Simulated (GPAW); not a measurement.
CuO:

```
Cu O
1.0
     2.55255    0.00000    0.00000
     0.00000    2.55255    0.00000
     0.00000    0.00000    2.55255
Cu O
1 1
Direct
  0.00000 0.00000 0.00000
  0.50000 0.50000 0.50000
```

Measurements of this composition are mostly on another form, of space group No. 15.

* Program: GPAW 26.7.0
* Task: relaxation of cell and atoms
* Functional: PBEsol
* Potentials or basis: PAW data sets generated in the run's folder for this functional
* Cutoff: 800 eV
* Basis: pw
* k mesh: 10 × 10 × 10
* Occupations: fermi-dirac, width 0.05 eV
* Spin: no spin polarisation

At the start: pressure 11.8 GPa; volume 8.32 Å³/atom.

Problem. Where does the relaxation end?

Solution. Over 4 steps the energy falls by 17.3 meV/atom and the volume is 8.75 Å³/atom (+5.2 %); space group Pm-3m (No. 221, to 0.05 Å).

Step by step:
```csv
step,energy change (eV),largest force (eV/Å),pressure (GPa),volume (Å³)
1,0.0000,0.0000,11.79,16.63
2,-0.0149,0.0000,8.49,16.85
3,-0.0343,0.0000,0.53,17.46
4,-0.0345,0.0000,0.03,17.50
```

Final structure:
```xyz
2
Lattice="2.5962 0.0000 0.0000 0.0000 2.5962 0.0000 0.0000 0.0000 2.5962" Properties=species:S:1:pos:R:3 pbc="T T T"
Cu    0.0000    0.0000    0.0000
O     1.2981    1.2981    1.2981
```

Caveat: with this Cu data set, volumes or pressures lay over 1.5 % or 2 GPa off other programs in two to four cells of ten; later steps reuse the first step's grids; an odd number of electrons without spin polarisation forces a metal; a magnetic or distorted state may lie lower; the run has no spin polarisation, though such a crystal can be magnetic.
